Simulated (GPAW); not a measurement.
Crystal: Sn.

```xyz
2
Lattice="0.0000 3.2333 3.2333 3.2333 0.0000 3.2333 3.2333 3.2333 0.0000" Properties=species:S:1:pos:R:3 pbc="T T T"
Sn    4.8500    4.8500    4.8500
Sn    3.2333    3.2333    3.2333
```

This isn't the form of Sn at room conditions, which is tetragonal (white tin).

| Item | Value |
| --- | --- |
| Program | GPAW 26.7.0 |
| Task | relaxation of cell and atoms |
| Functional | BLYP |
| Potentials or basis | PAW data sets generated in the run's folder for this functional |
| Cutoff | 600 eV |
| Basis | pw |
| k mesh | 6 × 6 × 6 |
| Occupations | fermi-dirac, width 0.05 eV |
| Spin | no spin polarisation |

At the start: pressure 6.2 GPa; volume 33.80 Å³/atom.

Question: Where does the relaxation end?

Answer: Over 5 steps the energy falls by 90.9 meV/atom and the volume is 39.34 Å³/atom (+16.4 %); space group Fd-3m (No. 227, to 0.05 Å).

Step by step:
```tsv
step	energy change (eV)	largest force (eV/Å)	pressure (GPa)	volume (Å³)
1	0.0000	0.0000	6.17	67.61
2	-0.0648	0.0000	4.69	69.52
3	-0.1776	0.0000	0.71	76.77
4	-0.1817	0.0000	0.13	78.33
5	-0.1818	0.0000	0.00	78.68
```

Final structure:
```xyz
2
Lattice="0.0000 3.4010 3.4010 3.4010 0.0000 3.4010 3.4010 3.4010 0.0000" Properties=species:S:1:pos:R:3 pbc="T T T"
Sn    5.1015    5.1015    5.1015
Sn    3.4010    3.4010    3.4010
```

Caveat: later steps reuse the first step's grids; the volume moved by over 15 % at a fixed basis, so the end points are rough.
